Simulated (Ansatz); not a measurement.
# Si2W (P6_222) in Ansatz: settings compared

Aim: see how the results for Si2W move with the level of theory and the settings. Levels: BLYP+D3(BJ), PBE. Tasks: relaxation of cell and atoms, single point.

All numbers are computed with Ansatz 0.2.0; they aren't measurements. Logs are shortened: lines on timing, memory, paths and dates and some standing lists are left out, and cuts for length are marked.

### 1 Starting point

The structure is hexagonal, space group P6_222 (No. 180). Conventional cell: a = 4.617 Å, b = 4.617 Å, c = 6.653 Å, α = 90.00°, β = 90.00°, γ = 120.00°. W (site symmetry 222) is surrounded by 10 Si at 2.59 to 2.69 Å. Si (site symmetry 2) has 5 Si at 2.57 to 2.69 Å and 5 W at 2.59 to 2.69 Å as nearest neighbours.

Measurements of this composition are mostly on another form, of space group No. 139.

### 2 Relaxation of cell and atoms, BLYP+D3(BJ)

The input, input.yaml:

```yaml
crystal:
  lattice:
    - [4.6168523821, 0.0, 0.0]
    - [-2.3084261911, 3.9983114484, 0.0]
    - [0.0, 0.0, 6.653222]
  atoms:
    - { symbol: W, position: [0.5, 0.0, 0.5] }
    - { symbol: W, position: [0.5, 0.5, 0.8333333333] }
    - { symbol: W, position: [0.0, 0.5, 0.1666666667] }
    - { symbol: Si, position: [0.327252, 0.163626, 0.1666666667] }
    - { symbol: Si, position: [0.836374, 0.163626, 0.8333333333] }
    - { symbol: Si, position: [0.163626, 0.327252, 0.5] }
    - { symbol: Si, position: [0.672748, 0.836374, 0.1666666667] }
    - { symbol: Si, position: [0.163626, 0.836374, 0.8333333333] }
    - { symbol: Si, position: [0.836374, 0.672748, 0.5] }
hamiltonian:
  xc: blyp
  pseudopotentials: { kind: paw }
  dispersion: d3bj
kpoints:
  mp_grid: { grid: [7, 7, 4] }
scf:
  occupations: { method: fermi_dirac, width: 0.05 }
output:
  forces: true
  stress: true
  eigenvalues: true
relax:
  f_tol: 0.01
  max_steps: 40
  cell: { stress_tol: 0.05 }
```

Potentials or basis: Ansatz PAW.

On the command line:

```console
$ ansatz run input.yaml --threads 4 --pin off --max-ram 11264MiB --backend cpu --events-out ev --progress --plain --runs-dir out
```

The program printed:

```text
Warning: RAYON_NUM_THREADS=4 ignored (pool sized by the plan → 4); use --threads N
Engine: ansatz 0.2.0, aarch64-unknown-linux-gnu
Pseudopotentials: kind: paw
Pseudopotential: W, paw, valence charge 14, recommended cutoff 420 eV (normal), W.paw.azcp
Pseudopotential: Si, paw, valence charge 4, recommended cutoff 420 eV (normal), Si.paw.azcp
Functional definition: BLYP
  parameter beta = 0.0042
  parameter a = 0.04918
  parameter b = 0.132
  parameter c = 0.2533
  parameter d = 0.349
  exchange = b88_x(beta = beta)
  correlation = lyp_c(a = a, b = b, c = c, d = d)
Crystal: 9 atoms, lattice volume = 122.816 Å³
Basis set: ecut = 420 eV, 2405 PW (Γ), exchange–correlation on 64×64×90 points (8 copies of the dense FFT grid, shifted against one another)
Bands: 42, of which v1, the nominal top of the filled ones, is band 33 counted from 1 (32 counted from 0)
Symmetry: 12 space group operations
Space group: P6222 (ITA 180), of the structure as read, at distance tolerance 5.0e-5 Å
k-points: 24 of 196 (time reversal used)
Non-local potential: W, projectors of the file, l = 0: 3, l = 1: 2, l = 2: 2, l = 3: 1
Non-local potential: Si, projectors of the file, l = 0: 2, l = 1: 2, l = 2: 2
PAW form: soft (Blöchl's): semilocal exchange-correlation on the pseudo side does not see the compensation charge
PAW frozen core: W, regenerated for the run's functional, and the local potential with it (the file was generated under x = pbe(κ = 0.804, μ = 0.2195149727645171), c = pbe(β = 0.06672455060314922))
PAW frozen core: Si, regenerated for the run's functional, and the local potential with it (the file was generated under x = pbe(κ = 0.804, μ = 0.2195149727645171), c = pbe(β = 0.06672455060314922))
PAW one-centre angular grid: W, 590 points (default); XC on 64 Gauss nodes
PAW one-centre angular grid: Si, 110 points (default); XC on 64 Gauss nodes
Initial density: superposition of atomic densities (neutral atoms: chi_scale 0, normalization atom), corrected by the library's trained network
Initial wavefunctions: pseudopotential atomic-orbital guess
Functional: x = b88, c = lyp
SCF iter   1: F=—  HF=-35074.460713 eV  |F-HF|=—  |Δ(HF+E_count)|=         —  Δρ=1.23e-2  dr2=2.19e-1  ethr=1.77e-3  ⟨swp⟩=7.1  Hψ=4623  notcnv=0
preconditioner: auto → Resta (q_TF=auto, 2.460 Å⁻¹)  ε∞=9.6  [insulator: Δε(μ)=0.245 eV  Ē_g=7.385 eV  σ=0.050 eV  W_gap=0.84  n_scr=34 (ndim 8)  ℏωp=21.7 eV  f_vac=0.000  D(μ)=0.25/eV (n_scr^D=0)  ε∞_Penn≈9.6]
[... 102 lines left out ...]
Harris-Foulkes:  -35074.522264 eV  (|F-HF|=1.46e-11)
Internal energy: -35074.519280 eV  (E = F + TS)
E sigma→0 (E₀):  -35074.520772 eV
Entropy (-TS):   -0.002984 eV (-0.332 meV/atom)
Fermi energy:    18.285626 eV
--- Per-component energies (eV) ---
  E_band       = -176.735923
  E_kinetic    = 1638.104805
  E_local      = -2801.441524  (includes V_loc(G=0)·N_el)
  E_nonlocal   = 161.505339
  E_hartree    = 1106.329424
  E_xc         = -1128.143411
  E_vxc        = -993.120092  (∫ρ·V_xc dr)
  E_paw        = -28880.242776  (= ΣΔE_a)
  E_vpaw       = -394.443119  (= ΣTr[D̂ρ^β])
  E_aug_tail   = -0.000192  (compensation charges beyond the density's cutoff)
  E_ewald      = -5159.065717
  E_disp       = -12.221936  (pairwise vdW)
  E_core_change = 0.656707  (= ΣΔE_core)
  E_smearing   = -0.002984  (= −TS)
  E_closure    = 0.000000  (closes the sum)
  Σ components = -35074.522264   (vs F -35074.522264, Δ=0.00e0)
--- Forces (eV/Å), atoms counted from 1 ---
  atom   1  W      0.00000000     0.00000000     0.00000000
  atom   2  W      0.00000000    -0.00000000    -0.00000000
  atom   3  W     -0.00000000    -0.00000000     0.00000000
  atom   4  Si    -0.00000524    -0.00000303     0.00000000
  atom   5  Si     0.00000524    -0.00000303     0.00000000
  atom   6  Si     0.00000000    -0.00000605    -0.00000000
  atom   7  Si     0.00000524     0.00000303    -0.00000000
  atom   8  Si    -0.00000524     0.00000303    -0.00000000
  atom   9  Si     0.00000000     0.00000605     0.00000000
  max |Σ_I F_I| component: 1.75e-16 eV/Å
--- Stress (GPa, compression-positive) ---
        0.000370      -0.000000       0.000000
       -0.000000       0.000370      -0.000000
        0.000000      -0.000000      -0.000676
  P = ⅓ Tr σ = 0.0000 GPa (0.000 kbar)
--- Band table (eV; the first three rows and the last of 24) ---
  k-point 0: bands = ["-55.9706", "-55.9563", "-55.9563", "-20.4182", "-20.4152", "-20.4152", "-20.3918", "-20.3918", "-20.3105", "-20.2708", "-20.2708", "-20.2558", "3.4575", "6.7445", "6.7445", "10.5454", "11.1044", "11.1044", "11.7372", "11.7372", "12.5767", "12.9663", "12.9663", "13.2502", "14.2105", "14.2105", "14.7149", "14.7149", "14.8878", "14.8878", "15.1549", "15.7906", "17.3417", "20.5992", "20.6632", "20.6632", "20.6793", "20.9946", "21.0426", "21.0426", "21.2516", "21.2516"]
  k-point 1: bands = ["-55.9693", "-55.9610", "-55.9529", "-20.4510", "-20.4100", "-20.4004", "-20.3847", "-20.3645", "-20.3130", "-20.3004", "-20.2709", "-20.2453", "3.7012", "5.4752", "7.9620", "10.7395", "11.0467", "11.3576", "11.3809", "12.0507", "12.2374", "12.4627", "12.6037", "12.6967", "14.3914", "14.5001", "14.5270", "14.8173", "15.1279", "15.4596", "15.6197", "15.8194", "17.8741", "19.6976", "20.3584", "20.8861", "20.9040", "20.9086", "20.9102", "20.9788", "21.1619", "21.1840"]
  k-point 2: bands = ["-55.9658", "-55.9658", "-55.9517", "-20.4638", "-20.4038", "-20.3923", "-20.3923", "-20.3148", "-20.3148", "-20.3113", "-20.3113", "-20.2356", "4.4040", "4.4040", "8.6488", "10.6537", "11.1933", "11.1933", "11.2208", "11.9437", "11.9437", "12.5734", "12.5734", "12.7557", "14.1117", "14.3652", "14.3652", "14.4311", "15.5809", "15.5809", "15.7441", "17.5133", "17.5133", "20.1829", "20.3421", "20.3421", "20.5783", "20.8048", "20.8048", "20.9908", "21.2203", "21.4320"]
  k-point 23: bands = ["-55.9657", "-55.9600", "-55.9574", "-20.4574", "-20.4404", "-20.4385", "-20.3706", "-20.3538", "-20.3343", "-20.2705", "-20.2673", "-20.2349", "6.4968", "6.5376", "7.2663", "7.9875", "8.2097", "9.1859", "11.5037", "11.8377", "12.3774", "12.8552", "14.0124", "14.0482", "14.4137", "14.4625", "14.6712", "14.7698", "15.8536", "16.2519", "16.5153", "16.8500", "17.7179", "18.8529", "19.1103", "19.1338", "19.7161", "20.1668", "20.3829", "20.4947", "20.9405", "21.4259"]
--- Relaxed structure (5 steps of the walk, 5 accepted, 2 SCFs on fresh bases) ---
  F+E_penalty+E_count = -35074.52226377 eV   max|allowed force component| = 6.050e-6 eV/Å   (the final SCF, on the basis selected at the relaxed cell)
  cell:  # Å, volume = 118.4972 Å³
    - [4.566410147349515, 2.855214816896721e-11, -8.083211268248845e-19]
    - [-2.2832050736994844, 3.954627191689445, 2.1658899317525168e-19]
    - [-1.1648498715081826e-18, -3.12120582352787e-19, 6.561872060097351]
  atoms:
    - { symbol: W, position: [0.5, 3.992151562297289e-20, 0.4999999999999999] }
    - { symbol: W, position: [0.5, 0.4999999999999999, 0.8333333333333333] }
    - { symbol: W, position: [-5.546205895635097e-17, 0.49999999999999994, 0.16666666666666666] }
    - { symbol: Si, position: [0.3269496185405784, 0.1634748092702892, 0.16666666666666666] }
    - { symbol: Si, position: [0.8365251907297108, 0.16347480927028926, 0.8333333333333333] }
    - { symbol: Si, position: [0.16347480927028923, 0.32694961854057847, 0.4999999999999999] }
    - { symbol: Si, position: [0.6730503814594215, 0.8365251907297105, 0.16666666666666666] }
    - { symbol: Si, position: [0.16347480927028923, 0.8365251907297105, 0.8333333333333333] }
    - { symbol: Si, position: [0.8365251907297107, 0.6730503814594213, 0.4999999999999999] }
```

Run time: 21 s. Hardware: 4 threads of Arm Neoverse V2, shared host; peak memory 0.47 GiB.

Results:

```yaml
Free_energy: -35074.5223 eV
Relaxed_volume: 13.17 Å³/atom
Relaxed_cell: a = 4.566 Å, b = 4.566 Å, c = 6.562 Å, α = 90.00°, β = 90.00°, γ = 120.00°
Space_group_after_relaxing_to_0.05_Å: P6_222 (No. 180)
Energy_gained_by_relaxing: 11.7 meV/atom
Ionic_steps: 7
Pressure_after_relaxing: 0.0 GPa
Band_gap_on_the_k_mesh: 0.22 eV, indirect (least direct gap 0.68 eV)
```

Step by step:
```tsv
step	energy change (eV)	largest force (eV/Å)	volume (Å³)
1	0.0000	0.0083	122.82
2	-0.0905	0.1040	116.95
3	-0.1063	0.0111	118.61
4	-0.1065	0.0025	118.51
5	-0.1053	0.0026	118.51
6	-0.1053	0.0000	118.50
7	-0.1053	0.0000	118.50
```

Final structure:
```cif
data_structure
_symmetry_space_group_name_H-M 'P 1'
_symmetry_Int_Tables_number 1
_cell_length_a 4.5664
_cell_length_b 4.5664
_cell_length_c 6.5619
_cell_angle_alpha 90.000
_cell_angle_beta 90.000
_cell_angle_gamma 120.000
_cell_volume 118.50
loop_
_atom_site_label
_atom_site_type_symbol
_atom_site_fract_x
_atom_site_fract_y
_atom_site_fract_z
_atom_site_occupancy
W1 W 0.50000 0.00000 0.50000 1
W2 W 0.50000 0.50000 0.83333 1
W3 W 0.00000 0.50000 0.16667 1
Si1 Si 0.32695 0.16347 0.16667 1
Si2 Si 0.83653 0.16347 0.83333 1
Si3 Si 0.16347 0.32695 0.50000 1
Si4 Si 0.67305 0.83653 0.16667 1
Si5 Si 0.16347 0.83653 0.83333 1
Si6 Si 0.83653 0.67305 0.50000 1
```

Caveat: odd divisions of the mesh miss points on the zone boundary, where band edges often lie, so the gap on the mesh can be too wide; the plane-wave basis is chosen anew once the cell has moved, so the energies of steps on either side of that aren't comparable; spin-orbit coupling is left out, which moves the levels of the heavy elements; the PAW data sets come from PBE, with cores solved anew for the run's functional, which leaves a small shift of forces and pressure. BLYP gaps usually lie below the measured ones, often by a third to a half.

### 3 Single point, PBE

Edit input.yaml of step 2 so:

```diff
@@ -16,5 +16,4 @@
 hamiltonian:
-  xc: blyp
+  xc: pbe
   pseudopotentials: { kind: paw }
-  dispersion: d3bj
 kpoints:
@@ -22,3 +21,3 @@
 scf:
-  occupations: { method: fermi_dirac, width: 0.05 }
+  occupations: { method: gaussian, width: 0.013 }
 output:
@@ -27,5 +26 @@
   eigenvalues: true
-relax:
-  f_tol: 0.01
-  max_steps: 40
-  cell: { stress_tol: 0.05 }
```

Potentials or basis: Ansatz PAW.

On the command line:

```console
$ ansatz run input.yaml --threads 4 --pin off --max-ram 11264MiB --backend cpu --events-out ev --progress --plain --runs-dir out
```

It took 3.5 s on 4 threads of Arm Neoverse V1, shared host; peak memory 0.44 GiB.

The run converged. Its results:

```yaml
Free_energy: -34971.7702 eV
Pressure: -0.5 GPa
Largest_force: 0.006 eV/Å
Band_gap_on_the_k_mesh: 0.23 eV, indirect (least direct gap 0.68 eV)
```

Forces in eV/Å, atoms in the order of the input:
```
W    0.000  0.000  0.000
W    0.000  0.000  0.000
W    0.000  0.000  0.000
Si   0.005  0.003  0.000
Si  -0.005  0.003  0.000
Si   0.000  0.006  0.000
Si  -0.005 -0.003  0.000
Si   0.005 -0.003  0.000
Si   0.000 -0.006  0.000
```

Stress tensor (GPa, compression positive):
```
-0.43  0.00  0.00
 0.00 -0.43  0.00
 0.00  0.00 -0.65
```

Levels at points of the mesh, in eV from the valence-band top:
| k point | band 29 | band 30 | band 31 | band 32 | band 33 | band 34 | band 35 | band 36 | band 37 | band 38 |
| --- | --- | --- | --- | --- | --- | --- | --- | --- | --- | --- |
| (0.00, 0.00, 0.00) | -3.28 | -3.28 | -2.94 | -2.48 | -0.83 | 2.31 | 2.31 | 2.37 | 2.40 | 2.69 |
| (0.00, 0.00, -0.50) | -2.63 | -2.63 | -2.51 | -0.63 | -0.63 | 1.86 | 2.09 | 2.09 | 2.33 | 2.50 |

Caveat: odd divisions of the mesh miss points on the zone boundary, where band edges often lie, so the gap on the mesh can be too wide; spin-orbit coupling is left out, which moves the levels of the heavy elements.

### 4 Single point, PBE

Edit input.yaml of step 3 so:

```diff
@@ -21,3 +21,3 @@
 scf:
-  occupations: { method: gaussian, width: 0.013 }
+  occupations: { method: gaussian, width: 0.014 }
 output:
```

On the command line:

```console
$ ansatz run input.yaml --threads 4 --pin off --max-ram 11264MiB --backend cpu --events-out ev --progress --plain --runs-dir out
```

Wall time 3.5 s (4 threads of Arm Neoverse V1, shared host); peak memory 0.44 GiB.

It converged, with:

```yaml
Free_energy: -34971.7702 eV
Pressure: -0.5 GPa
Largest_force: 0.006 eV/Å
Band_gap_on_the_k_mesh: 0.23 eV, indirect (least direct gap 0.68 eV)
```

Forces on the atoms (eV/Å):
```
W    0.000  0.000  0.000
W    0.000  0.000  0.000
W    0.000  0.000  0.000
Si   0.005  0.003  0.000
Si  -0.005  0.003  0.000
Si   0.000  0.006  0.000
Si  -0.005 -0.003  0.000
Si   0.005 -0.003  0.000
Si   0.000 -0.006  0.000
```

Stress tensor (GPa, compression positive):
```
-0.43  0.00  0.00
 0.00 -0.43  0.00
 0.00  0.00 -0.65
```

Levels at points of the mesh, in eV from the valence-band top:
```tsv
k point	band 30	band 31	band 32	band 33	band 34	band 35	band 36	band 37
(0.00, 0.00, 0.00)	-3.28	-2.94	-2.48	-0.83	2.31	2.31	2.37	2.40
(0.00, 0.00, -0.50)	-2.63	-2.51	-0.63	-0.63	1.86	2.09	2.09	2.33
```

Caveat: odd divisions of the mesh miss points on the zone boundary, where band edges often lie, so the gap on the mesh can be too wide; spin-orbit coupling is left out, which moves the levels of the heavy elements.

### 5 Overview

```csv
task,level,cell,smearing,gap on the mesh (eV),pressure (GPa),largest force (eV/Å)
relaxation of cell and atoms,BLYP+D3(BJ),relaxed,fermi-dirac 0.05 eV,0.22,0.0,-
single point,PBE,as given,gaussian 0.013 eV,0.23,-0.5,0.01
single point,PBE,as given,gaussian 0.014 eV,0.23,-0.5,0.01
```

Alike in all rows: potentials or basis Ansatz PAW; no spin polarisation; k mesh 7 × 7 × 4; cutoff (eV) 420.

Caveats: odd divisions of the mesh miss points on the zone boundary, where band edges often lie, so the gap on the mesh can be too wide; spin-orbit coupling is left out, which moves the levels of the heavy elements; the plane-wave basis is chosen anew once the cell has moved, so the energies of steps on either side of that aren't comparable (some runs); the PAW data sets come from PBE, with cores solved anew for the run's functional, which leaves a small shift of forces and pressure (some runs).

Total energies depend on the potentials used, so only differences within one code and one set of settings carry meaning.
